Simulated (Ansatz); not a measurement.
Li under changes of volume

One of the cells (21.609 Å³/atom); the others are scaled copies at fixed shape and fractional positions:

```xyz
1
Lattice="-1.7547 1.7547 1.7547 1.7547 -1.7547 1.7547 1.7547 1.7547 -1.7547" Properties=species:S:1:pos:R:3 pbc="T T T"
Li    0.0000    0.0000    0.0000
```

```yaml
Program: Ansatz 0.2.0
Functional: PBE
Potentials_or_basis: Ansatz PAW
Cutoff: "420 eV (not typed: the program's choice for these potentials)"
k_mesh: 11 × 11 × 11
Occupations: fermi-dirac, width 0.05 eV
Spin: no spin polarisation
```

```tsv
volume (Å³/atom)	energy over the lowest point (meV/atom)	pressure (GPa)
20.312	0.00	-0.1
20.744	?	?
21.177	1.75	-0.6
21.609	3.65	-0.8
22.041	6.15	-1.0
22.473	9.19	-1.2
22.905	12.74	-1.4
```

What does the run at 20.744 Å³/atom give?

Energy over the lowest point 0.52 meV/atom; pressure -0.3 GPa.

Worked out: A Birch-Murnaghan fit of order 3 (a polynomial in V^(-2/3)) to the other rows has its minimum at 20.24 Å³/atom, just outside them, with B0 = V·E''(V) = 14.0 GPa and B' = 3.4. It gives 0.51 meV/atom at 20.744 Å³/atom, against the run's 0.52, and -dE/dV = -0.3 GPa, against -0.3.

Energies are extrapolated to zero smearing.
